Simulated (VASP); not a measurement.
# TePb (Fm-3m) in VASP: settings compared, part 2 of 2

VASP 6.6.1. The steps go on from the part before.

## 4. Band structure, PBEsol

POSCAR reads:

```
TePb
1.0
    0.0000000000      3.2310000000      3.2310000000
    3.2310000000      0.0000000000      3.2310000000
    3.2310000000      3.2310000000      0.0000000000
Pb Te
1 1
Direct
    0.0000000000      0.0000000000      0.0000000000
    0.5000000000      0.5000000000      0.5000000000
```

INCAR.step1 reads:

```
  PREC = Accurate
  ENCUT = 520
  EDIFF = 1E-7
  ISMEAR = -1
  SIGMA = 0.05
  LREAL = F
  LASPH = T
  NELM = 100
  ALGO = Fast
  ISIF = 2
  LWAVE = F
  LCHARG = T
  GGA = PS
  NBANDS = 17
```

KPOINTS.step1 reads:

```
Automatic mesh
0
Gamma
  7 7 7
```

INCAR.step2 reads:

```
  PREC = Accurate
  ENCUT = 520
  EDIFF = 1E-7
  ISMEAR = 0
  SIGMA = 0.05
  LREAL = F
  LASPH = T
  NELM = 100
  ALGO = Fast
  ISIF = 2
  LWAVE = F
  LCHARG = F
  GGA = PS
  NBANDS = 17
  ICHARG = 11
```

KPOINTS.step2 reads:

```
path GXWKGLUWLK,UX
20
line-mode
reciprocal
 0.0000000000  0.0000000000  0.0000000000  G
 0.5000000000  0.0000000000  0.5000000000  X

 0.5000000000  0.0000000000  0.5000000000  X
 0.5000000000  0.2500000000  0.7500000000  W

 0.5000000000  0.2500000000  0.7500000000  W
 0.3750000000  0.3750000000  0.7500000000  K

 0.3750000000  0.3750000000  0.7500000000  K
 0.0000000000  0.0000000000  0.0000000000  G

 0.0000000000  0.0000000000  0.0000000000  G
 0.5000000000  0.5000000000  0.5000000000  L

 0.5000000000  0.5000000000  0.5000000000  L
 0.6250000000  0.2500000000  0.6250000000  U

 0.6250000000  0.2500000000  0.6250000000  U
 0.5000000000  0.2500000000  0.7500000000  W

 0.5000000000  0.2500000000  0.7500000000  W
 0.5000000000  0.5000000000  0.5000000000  L

 0.5000000000  0.5000000000  0.5000000000  L
 0.3750000000  0.3750000000  0.7500000000  K

 0.6250000000  0.2500000000  0.6250000000  U
 0.5000000000  0.0000000000  0.5000000000  X
```

On the command line:

```sh
cat potpaw_PBE.64/Pb_d/POTCAR potpaw_PBE.64/Te/POTCAR > POTCAR
cp INCAR.step1 INCAR
cp KPOINTS.step1 KPOINTS
mpirun -np 1 vasp_std > vasp.out
cp INCAR.step2 INCAR
cp KPOINTS.step2 KPOINTS
mpirun -np 1 vasp_std > vasp.out
```

Wall time 2.8 min (1 thread of Intel Xeon Platinum 8488C (Sapphire Rapids), shared host); peak memory 0.37 GiB.

Results (log left out):

```yaml
Band_gap_along_the_path: 0.67 eV, direct
```

Levels at the corners of the path, in eV from the Fermi level:
```tsv
point	band 8	band 9	band 10	band 11	band 12	band 13
Γ	-1.71	-1.71	-1.71	3.68	3.68	3.68
X	-4.90	-3.18	-3.18	2.84	5.09	5.09
X	-4.90	-3.18	-3.18	2.84	5.09	5.09
W	-4.18	-4.18	-0.72	1.26	4.80	4.80
W	-4.18	-4.18	-0.72	1.26	4.80	4.80
K	-4.51	-2.67	-2.47	3.17	3.40	4.69
K	-4.51	-2.67	-2.47	3.17	3.40	4.69
Γ	-1.71	-1.71	-1.71	3.68	3.68	3.68
Γ	-1.71	-1.71	-1.71	3.68	3.68	3.68
L	-1.25	-1.25	-0.38	0.29	0.87	0.87
L	-1.25	-1.25	-0.38	0.29	0.87	0.87
U	-4.51	-2.67	-2.47	3.17	3.40	4.69
U	-4.51	-2.67	-2.47	3.17	3.40	4.69
W	-4.18	-4.18	-0.72	1.26	4.80	4.80
W	-4.18	-4.18	-0.72	1.26	4.80	4.80
L	-1.25	-1.25	-0.38	0.29	0.87	0.87
L	-1.25	-1.25	-0.38	0.29	0.87	0.87
K	-4.51	-2.67	-2.47	3.17	3.40	4.69
U	-4.51	-2.67	-2.47	3.17	3.40	4.69
X	-4.90	-3.18	-3.18	2.84	5.09	5.09
```

Caveat: the log is that of the step along the path at fixed density, whose energy, stress, charges and moments have no meaning; this odd mesh misses L, where the gap lies, so gap, dielectric constants and Born charges aren't listed; the PAW data sets were made with another functional, which shifts forces and pressure a little; spin-orbit coupling is left out, which moves the levels of the heavy elements.

## 5. Band structure, PBE

POSCAR is that of step 4.

INCAR.step1 reads:

```
PREC = Accurate
ENCUT = 500
EDIFF = 1E-6
ISMEAR = -1
SIGMA = 0.05
LREAL = False
LASPH = True
NELM = 60
ALGO = Normal
ISIF = 2
LWAVE = False
LCHARG = True
GGA = PE
```

KPOINTS.step1 is that of step 4.

INCAR.step2 reads:

```
PREC = Accurate
ENCUT = 500
EDIFF = 1E-6
ISMEAR = 0
SIGMA = 0.05
LREAL = False
LASPH = True
NELM = 60
ALGO = Normal
ISIF = 2
LWAVE = False
LCHARG = False
GGA = PE
ICHARG = 11
```

KPOINTS.step2 is that of step 4.

Potentials or basis: VASP PAW PBE potentials, release 64 (Pb, Te).

On the command line:

```sh
cat potpaw_PBE.64/Pb/POTCAR potpaw_PBE.64/Te/POTCAR > POTCAR
cp INCAR.step1 INCAR
cp KPOINTS.step1 KPOINTS
mpirun -np 1 vasp_std > vasp.out
cp INCAR.step2 INCAR
cp KPOINTS.step2 KPOINTS
mpirun -np 1 vasp_std > vasp.out
```

Wall time 65 s (1 thread of Intel Xeon Platinum 8375C at 2.90GHz (Ice Lake), shared host); peak memory 0.31 GiB.

The run converged. Its results:

```
Band gap along the path : 0.74 eV, direct
```

Levels at the corners of the path, in eV from the Fermi level:
| point | band 1 | band 2 | band 3 | band 4 | band 5 | band 6 | band 7 | band 8 | band 9 |
| --- | --- | --- | --- | --- | --- | --- | --- | --- | --- |
| Γ | -12.42 | -5.99 | -1.75 | -1.75 | -1.75 | 3.67 | 3.67 | 3.67 | 5.37 |
| X | -10.82 | -7.70 | -4.91 | -3.21 | -3.21 | 2.88 | 5.07 | 5.07 | 6.31 |
| X | -10.82 | -7.70 | -4.91 | -3.21 | -3.21 | 2.88 | 5.07 | 5.07 | 6.31 |
| W | -10.65 | -8.39 | -4.20 | -4.20 | -0.77 | 1.27 | 4.81 | 4.81 | 6.43 |
| W | -10.65 | -8.39 | -4.20 | -4.20 | -0.77 | 1.27 | 4.81 | 4.81 | 6.43 |
| K | -10.71 | -8.37 | -4.53 | -2.71 | -2.49 | 3.17 | 3.38 | 4.71 | 5.54 |
| K | -10.71 | -8.37 | -4.53 | -2.71 | -2.49 | 3.17 | 3.38 | 4.71 | 5.54 |
| Γ | -12.42 | -5.99 | -1.75 | -1.75 | -1.75 | 3.67 | 3.67 | 3.67 | 5.37 |
| Γ | -12.42 | -5.99 | -1.75 | -1.75 | -1.75 | 3.67 | 3.67 | 3.67 | 5.37 |
| L | -10.99 | -8.99 | -1.31 | -1.31 | -0.41 | 0.33 | 0.87 | 0.87 | 7.93 |
| L | -10.99 | -8.99 | -1.31 | -1.31 | -0.41 | 0.33 | 0.87 | 0.87 | 7.93 |
| U | -10.71 | -8.37 | -4.53 | -2.71 | -2.49 | 3.17 | 3.38 | 4.71 | 5.54 |
| U | -10.71 | -8.37 | -4.53 | -2.71 | -2.49 | 3.17 | 3.38 | 4.71 | 5.54 |
| W | -10.65 | -8.39 | -4.20 | -4.20 | -0.77 | 1.27 | 4.81 | 4.81 | 6.43 |
| W | -10.65 | -8.39 | -4.20 | -4.20 | -0.77 | 1.27 | 4.81 | 4.81 | 6.43 |
| L | -10.99 | -8.99 | -1.31 | -1.31 | -0.41 | 0.33 | 0.87 | 0.87 | 7.93 |
| L | -10.99 | -8.99 | -1.31 | -1.31 | -0.41 | 0.33 | 0.87 | 0.87 | 7.93 |
| K | -10.71 | -8.37 | -4.53 | -2.71 | -2.49 | 3.17 | 3.38 | 4.71 | 5.54 |
| U | -10.71 | -8.37 | -4.53 | -2.71 | -2.49 | 3.17 | 3.38 | 4.71 | 5.54 |
| X | -10.82 | -7.70 | -4.91 | -3.21 | -3.21 | 2.88 | 5.07 | 5.07 | 6.31 |

Caveat: the log is that of the step along the path at fixed density, whose energy, stress, charges and moments have no meaning; this odd mesh misses L, where the gap lies, so gap, dielectric constants and Born charges aren't listed; spin-orbit coupling is left out, which moves the levels of the heavy elements.

## 6. Summary

| level | potentials or basis | k mesh | cutoff (eV) | smearing | ladder | grid for exact exchange (PRECFOCK) | exchange at q = 0 | share of exact exchange | gap on the mesh (eV) | pressure (GPa) |
| --- | --- | --- | --- | --- | --- | --- | --- | --- | --- | --- |
| HSE03 | VASP PAW PBE potentials, release 64 (Pb_d, Te) | 6 × 6 × 6 | 520 | gaussian 0.02 eV | gaps | Fast | - | - | 0.96 | 1.1 |
| r2SCAN-EpsX | VASP PAW PBE potentials, release 64 (Pb_d, Te) | 6 × 6 × 6 | 520 | gaussian 0.02 eV | gaps | Fast | truncated | 0.034 | 1.13 | 1.4 |
| PBEsol | VASP PAW PBE potentials, release 64 (Pb_d, Te) | 7 × 7 × 7 | 520 | fermi-dirac 0.05 eV | - | - | - | - | - | - |
| PBE | VASP PAW PBE potentials, release 64 (Pb, Te) | 7 × 7 × 7 | 500 | fermi-dirac 0.05 eV | - | - | - | - | - | - |

Alike in all rows: task band structure; no spin polarisation; cell as given.

Caveats: the PAW data sets were made with another functional, which shifts forces and pressure a little (some runs); spin-orbit coupling is left out, which as a rule narrows the gap of such compounds by several tenths of an eV (some runs); spin-orbit coupling is left out, which moves the levels of the heavy elements (some runs).

Total energies depend on the potentials used, so only differences within one code and one set of settings carry meaning.

## 7. Comparison with measurements

Step 2. Measured gap of TePb: 0.19 eV (direct; 4.2 K; a printed reference work, monograph). This calculation gives 0.96 eV (+0.77 eV). Spin-orbit coupling on Pb, Te is left out. The value is that of HSE03, without temperature or zero-point motion.

Step 3. A measured gap of TePb is 0.19 eV (direct; 4.2 K; a printed reference work, monograph); the calculated 1.13 eV misses it by +0.94 eV. Spin-orbit coupling on Pb, Te is left out. The value is that of r2SCAN-EpsX, without temperature or zero-point motion.

Step 4. Measured gap of TePb: 0.19 eV (direct; 4.2 K; a printed reference work, monograph). This calculation gives 0.67 eV (+0.48 eV). Spin-orbit coupling on Pb, Te is left out. The value is that of PBEsol, without temperature or zero-point motion.

Step 5. Measured gap of TePb: 0.19 eV (direct; 4.2 K; a printed reference work, monograph). This calculation gives 0.74 eV (+0.55 eV). Spin-orbit coupling on Pb, Te is left out. The value is that of PBE, without temperature or zero-point motion.
